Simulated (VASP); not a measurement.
Input of a VASP 6.6.1 run:

The input INCAR:

```
ALGO = Normal
EDIFF = 1E-6
EDIFFG = -0.01
ENCUT = 600
GGA = PE
IBRION = 2
ISIF = 3
ISMEAR = 0
LASPH = T
LCHARG = F
LREAL = F
LWAVE = F
NELM = 80
NSW = 90
PREC = Accurate
SIGMA = 0.03
```

Contents of KPOINTS:

```
k-points
0
Gamma
  10 10 10
```

POSCAR

```
HgTe
1.0
    0.0000000000      3.2145000000      3.2145000000
    3.2145000000      0.0000000000      3.2145000000
    3.2145000000      3.2145000000      0.0000000000
Hg Te
1 1
Direct
    0.0000000000      0.0000000000      0.0000000000
    0.2500000000      0.2500000000      0.2500000000
```

Potentials or basis: VASP PAW PBE potentials, release 64 (Hg, Te).

The run is started by

```sh
$ cat potpaw_PBE.64/Hg/POTCAR potpaw_PBE.64/Te/POTCAR > POTCAR
$ mpirun -np 1 vasp_std > vasp.out
```

Task: What does it give for the relaxed cell?

Result: a = 4.704 Å, b = 4.704 Å, c = 4.704 Å, α = 60.00°, β = 60.00°, γ = 60.00°.

Task: What does it give for the space group after relaxing (to 0.05 Å)?

Result: F-43m (No. 216).

Task: Estimate the band gap on the k mesh.

Result: None (metal or under the smearing width).

Task: Predict the relaxed volume.

Result: 36.81 Å³/atom.

The path:
```csv
step,energy change (eV),largest force (eV/Å),pressure (GPa),volume (Å³)
1,0.0000,0.0000,4.63,66.43
2,-0.0859,0.0000,-1.03,76.09
3,-0.0940,0.0000,0.02,73.61
```

Caveat: the volume moved by +11 % from the deposited cell, more than functionals usually miss. PBE usually gives volumes a little too large and moduli too small.
